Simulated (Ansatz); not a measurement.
Consider the hydrogenolysis of a C–C bond: `O=Cc1ccccc1` + H₂ → benzene + `C=O`.

Program: Ansatz. Geometries: PBE0-D4/def2-TZVP. ΔE: electronic, gas phase. CBS: MP2 limit from def2 TZ/QZ plus the TZ coupled-cluster correction, frozen cores. This one scheme is used for every species. DFT in def2-TZVPP. HSE06 is defined as in plane-wave codes. One conformer a species, not always the lowest.

```tsv
level	ΔE (kcal/mol)	difference from CCSD(T)/CBS
BLYP-D4	0.9	2.5
B97M-V	0.3	1.9
r2SCANh-D4	0.9	2.5
HSE06	-1.3	0.3
LC-ωPBE	-2.7	-1.1
MP2/def2-SVP	0.8	2.4
HF/def2-TZVPP	-7.0	-5.4
SCS-MP2/def2-TZVPP	-1.7	-0.1
MP2/def2-QZVPP	0.2	1.8
SCS-MP2/def2-QZVPP	-1.7	-0.1
CCSD(T)/CBS	-1.6	0
```

Largest T1 diagnostic among the species: 0.015.

In def2-TZVPP, CCSD(T) changes the Hartree–Fock value by +5.4 kcal/mol (the triples alone add +1.7 kcal/mol) and MP2 by +7.3 kcal/mol. The D4 term adds +2.4 kcal/mol with B3LYP and +1.4 kcal/mol with PBE0; it sums over pairs of atoms, weighted by their polarisabilities, and B3LYP, whose exchange is more repulsive, gets the larger term.

B3LYP here is the variant with VWN-RPA as its local correlation; programs differ in this.

CCSD(T)/CBS has its own doubt, a few kJ/mol and more with outer-core shells, so smaller differences from it don't rank the levels.
